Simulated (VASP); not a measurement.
A run of VASP 6.6.1 is set up as follows.

Contents of INCAR:

```
AGGAC    = 1.0          
AGGAX    = 1.0          
ALDAC    = 0.0          
ALDAX    = 1.0          
ALGO     = Normal         # electronic algorithm
DIPOL    = 0.5 0.5 0.500
EDIFF    = 1E-6           # SCF threshold, eV
ENCUT    = 520            # plane-wave cutoff, eV
GGA      = B5             # functional
IDIPOL   = 3            
ISIF     = 2              # what is computed and relaxed
ISMEAR   = -1             # smearing method
ISPIN    = 2              # spin polarisation
LASPH    = T              # aspherical terms in the spheres
LCHARG   = T              # write CHGCAR
LDIPOL   = T            
LELF     = T              # ELF
LMAXMIX  = 4              # l up to which the mixer works
LORBIT   = 11             # projections on sites
LREAL    = F              # projectors in reciprocal space
LVACPOTAV= T            
LVHAR    = T            
LWAVE    = F              # write WAVECAR
MAGMOM   = 1 1 1 1 0 0 0 0 # initial moments
NELM     = 100            # most SCF steps
PREC     = Accurate       # precision mode
SIGMA    = 0.05           # smearing width, eV
```

File KPOINTS:

```
k-points
0
Gamma
  7 7 1
```

The input POSCAR:

```
AlNi
1.0
    2.8810000000      0.0000000000      0.0000000000
    0.0000000000      2.8810000000      0.0000000000
    0.0000000000      0.0000000000     25.0835000000
Ni Al
4 4
Direct
    0.5000000000      0.5000000000      0.2990013355
    0.5000000000      0.5000000000      0.4138577152
    0.5000000000      0.5000000000      0.5287140949
    0.5000000000      0.5000000000      0.6435704746
    0.0000000000      0.0000000000      0.3564295254
    0.0000000000      0.0000000000      0.4712859051
    0.0000000000      0.0000000000      0.5861422848
    0.0000000000      0.0000000000      0.7009986645
```

Potentials or basis: VASP PAW PBE potentials, release 64 (Ni, Al).

Run with:

```sh
$ cat potpaw_PBE.64/Ni/POTCAR potpaw_PBE.64/Al/POTCAR > POTCAR
$ mpirun -np 1 vasp_std > vasp.out
```

Question: What does it give for the work function of the upper face?

Answer: 3.75 eV.

Question: Estimate the work function of the lower face.

Answer: 4.34 eV.

Question: What does it give for the largest force?

Answer: 1.075 eV/Å.

Question: Estimate the band gap on the k mesh.

Answer: None (metal or under the smearing width).

Question: What does it give for the net moment?

Answer: 0.00 μB per cell.

Forces in eV/Å, atoms in the order of the input:
```
Ni   0.000  0.000  0.512
Ni   0.000  0.000  0.348
Ni   0.000  0.000 -0.127
Ni   0.000  0.000  0.378
Al   0.000  0.000 -1.075
Al   0.000  0.000 -0.136
Al   0.000  0.000  0.048
Al   0.000  0.000  0.051
```

Caveat: the PAW data sets were made with another functional, which shifts forces and pressure a little.
